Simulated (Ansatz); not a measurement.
# SrCl2: the cost of one run

Program: Ansatz 0.2.0. G0W0, plane waves. No spin polarisation and no zero-point or thermal motion; the cell was built from a prototype and may be hypothetical.

## Step 1: The cell

The cell was relaxed beforehand with r2SCAN+rVV10.

The symmetry is Fm-3m (No. 225, cubic); a = 6.951 Å in the conventional setting, 27.98 Å³ an atom. Around Sr lie 8 Cl at 3.01 Å; around Cl lie 4 Sr at 3.01 Å.

Structure file:

```cif
data_structure
_symmetry_space_group_name_H-M 'Fm-3m'
_symmetry_Int_Tables_number 225
_cell_length_a 6.9507
_cell_length_b 6.9507
_cell_length_c 6.9507
_cell_angle_alpha 90.000
_cell_angle_beta 90.000
_cell_angle_gamma 90.000
_cell_volume 335.80
loop_
_atom_site_label
_atom_site_type_symbol
_atom_site_symmetry_multiplicity
_atom_site_Wyckoff_symbol
_atom_site_fract_x
_atom_site_fract_y
_atom_site_fract_z
_atom_site_occupancy
Sr1 Sr 4 a 0.00000 0.00000 0.00000 1
Cl1 Cl 8 c 0.75000 0.25000 0.75000 1
```

## Step 2: 136 empty bands, 80 eV

The input, input.yaml:

```yaml
crystal:
  lattice:
    - [2.4567214785, 1.4183888069, 4.015315951]
    - [-2.4567214785, 1.4183888069, 4.015315951]
    - [0.0, -2.8367776139, 4.015315951]
  atoms:
    - { symbol: Sr, position: [0.0, 0.0, 0.0] }
    - { symbol: Cl, position: [0.2499511382, 0.2499511382, 0.2499511382] }
    - { symbol: Cl, position: [0.7500488618, 0.7500488618, 0.7500488618] }
kpoints:
  mp_grid: { grid: [4, 4, 4] }
hamiltonian:
  xc: pbe
scf:
  occupations: { method: fixed }
gw:
  n_empty_bands: 136
  ecut_chi: 80
  qp_bands: [v2, c2]
  qp_kpoints: band_edges
  screening: { model: contour_deformation }
```

The run is started by

```
$ ansatz run input.yaml --threads 2 --pin off --max-ram 3686MiB --backend cpu --events-out ev --progress --plain --runs-dir out
```

Q: Estimate wall time and peak memory on 2 threads of Arm Neoverse V1, shared host.

About 31 s, with a peak of 0.39 GiB.
